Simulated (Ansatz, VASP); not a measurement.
# Ge: VASP beside Ansatz

```
CELL_PARAMETERS angstrom
0.00000 2.82891 2.82891
2.82891 0.00000 2.82891
2.82891 2.82891 0.00000
ATOMIC_POSITIONS crystal
Ge 0.75000 0.75000 0.75000
Ge 0.50000 0.50000 0.50000
```

Alike in both runs: task single point; functional PBE; k mesh 8 × 8 × 8; occupations gaussian, width 0.017 eV; no spin polarisation.

|  | VASP | Ansatz |
| --- | --- | --- |
| version | VASP 6.6.1 | Ansatz 0.2.0 |
| potentials or method | VASP PAW PBE potentials, release 64 (Ge_d) | Ansatz PAW |
| plane-wave cutoff (eV) | 520 | 420 |
| valence electrons in the cell | 28 | 28 |

VASP gave:

| Property | Result |
| --- | --- |
| gap on the k mesh at the Fermi level (eV) | 0.03 |
| least direct gap on the mesh (eV) | 0.03 |
| pressure (GPa) | 3.5 |

Estimate Ansatz's values.

gap on the k mesh at the Fermi level (eV): 0.03; least direct gap on the mesh (eV): 0.03; pressure (GPa): 3.6.

The functional is the same, so the differences come from potentials, cutoffs and numerics.

A k mesh can miss the band edges. As with any semilocal functional, this PBE gap is likely too small.
